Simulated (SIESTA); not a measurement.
This SIESTA 5.4.2 run on WS2 needs a look.

File WS2.fdf:

```
SystemName                      WS2
SystemLabel                     WS2
NumberOfSpecies                 2
NumberOfAtoms                   6
%block ChemicalSpeciesLabel
  1  16 S
  2  74 W
%endblock ChemicalSpeciesLabel

LatticeConstant                 1.0 Ang
%block LatticeVectors
     3.1835163551     0.0000000000     0.0000000000
    -1.5917581776     2.7570060369     0.0000000000
     0.0000000000     0.0000000000    35.0695015113
%endblock LatticeVectors
AtomicCoordinatesFormat         Ang
%block AtomicCoordinatesAndAtomicSpecies
     1.5917581776     0.9190020307     7.5000000000  1
     0.0000000000     1.8380040063     9.0594618107  2
     1.5917581776     0.9190020307    10.6189236213  1
     1.5917581776     0.9190020307    24.4505778900  1
     0.0000000000     1.8380040063    26.0100397007  2
     1.5917581776     0.9190020307    27.5695015113  1
%endblock AtomicCoordinatesAndAtomicSpecies

%block kgrid.MonkhorstPack
   10   0   0  0.0
    0  10   0  0.0
    0   0   1  0.0
%endblock kgrid.MonkhorstPack
XC.Functional                   GGA
XC.Authors                      PBE
PAO.BasisSize                   QZP
PAO.EnergyShift                 0.003 Ry
Mesh.Cutoff                     800 Ry
OccupationFunction              FD
ElectronicTemperature           0.05 eV
Slab.DipoleCorrection           vacuum
MaxSCFIterations                80
SCF.MustConverge                false
SCF.Mixer.Method                Pulay
SCF.Mixer.Weight                0.25
SCF.Mixer.History               8
SCF.DM.Tolerance                5.0e-05
SCF.H.Tolerance                 1.0e-03 eV
WriteForces                     true
Charge.Mulliken                 end
Charge.Hirshfeld                end
Charge.Voronoi                  end
SaveRho                         true
SaveElectrostaticPotential      true
%block PAO.Basis
  W 5
  n=5 0 2
    3.045 0.000
  n=6 0 2
    7.641 0.000
  n=5 1 2
    3.655 0.000
  n=6 1 1
    7.641
  n=5 2 2
    6.655 0.000
%endblock PAO.Basis
```

Potentials or basis: PseudoDojo 0.4 standard (PBE files), DZP (energy shift 0.003 Ry; two zetas on semicore shells).

Run with:

```bash
$ siesta < WS2.fdf > WS2.out 2>&1
```

WS2.out:

```text
Version         : 5.4.2

                           ***********************
                           *  WELCOME TO SIESTA  *
                           ***********************

 NOTE: Siesta V5 introduces some new defaults for basis-set generation
 NOTE: which might lead to slightly different numerical results.
 NOTE: Please see the manual for full details and compatibility measures.

[... 83 lines left out ...]
  TZ
  TZP, TZSP, TZP1, TZ1P
  TZDP, TZP2, TZ2P
  TZTP, TZP3, TZ3P

stopping program
Stopping Program from Node:    0
stopping program
Stopping Program from Node:    0

Program received signal SIGABRT: Process abort signal.

Backtrace for this error:
```

Diagnose the run.

The input was rejected before any iteration. The input holds a flaw that was put in on purpose: unknown basis size (PAO.BasisSize = QZP).
